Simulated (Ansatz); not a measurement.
We consider wurtzite BeO, described by LDA in Ansatz (PAW).

Numerical settings: plane-wave cutoff 500 eV, 18×18×8 k mesh (along the axes of the cell as run), gaussian smearing 0.02 eV, scalar-relativistic PAW data made under PBE.

Cell (relaxed at this level):

```cif
data_Be2O2
_chemical_formula_sum 'Be2 O2'
_space_group_name_H-M_alt 'P 1'
_space_group_IT_number 1
_cell_length_a 2.66465
_cell_length_b 2.66465
_cell_length_c 4.32925
_cell_angle_alpha 90.000
_cell_angle_beta 90.000
_cell_angle_gamma 120.000
loop_
_space_group_symop_operation_xyz
  'x, y, z'
loop_
_atom_site_label
_atom_site_type_symbol
_atom_site_fract_x
_atom_site_fract_y
_atom_site_fract_z
_atom_site_occupancy
Be1 Be 0.66667 0.33333 0.50021 1
Be2 Be 0.33333 0.66667 0.00021 1
O1 O 0.66667 0.33333 0.87779 1
O2 O 0.33333 0.66667 0.37779 1
```

Task: Predict the band gap.

Result: 
band gap: 7.94 eV (on the SCF k mesh)

Measured, for comparison: band gap 11.29 eV (zero-point renormalisation of 699 meV (computed, non-adiabatic AHC, without the lattice-expansion part) added back here; inputs from Miglio et al. (2020), arXiv:2011.12765). Computed (rounded) less measured: band gap -3.35 eV.

The computed numbers hold no vibrational or temperature effects.

Cost on a shared machine: around 50 core-seconds (rough).

Ansatz is an electronic-structure program.
